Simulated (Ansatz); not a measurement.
**Al3Ru2: iterations to self-consistency**

The calculation used Ansatz 0.2.0, DFT r2SCAN, scalar-relativistic, plane waves, PAW.

```
CELL_PARAMETERS angstrom
-1.53890 1.53890 7.14310
1.53890 -1.53890 7.14310
1.53890 1.53890 -7.14310
ATOMIC_POSITIONS crystal
Al 0.00000 0.00000 0.00000
Al 0.80618 0.80618 0.00000
Al 0.19382 0.19382 0.00000
Ru 0.60587 0.60587 0.00000
Ru 0.39413 0.39413 0.00000
```

```
plane-wave cutoff : 500 eV
Γ-centred k-mesh  : 16×16×16
occupation rule   : Gaussian smearing, 0.1 eV
spin treatment    : unpolarised
```

Each run starts from superposed atomic densities and uses the program's default quasi-Newton mixer with a history of 8 with its automatic preconditioner, at most 120 iterations and the default threshold on the density residual; only the mixing step differs.

```tsv
mixing step	iterations	converged	density residual (eV) at iterations 1, 3, 5
0.05	9	yes	5.4 0.38 0.0015
0.1	9	yes	5.4 0.35 0.0019
0.6	8	yes	5.4 0.22 0.0001
0.8	8	yes	5.4 0.18 0.00011
1	8	yes	5.4 0.15 0.0001
```

Cost: 5 runs of about 6.7 core-minutes in all, on Intel Xeon Platinum 8259CL (Skylake/Cascade Lake) (shared hosts).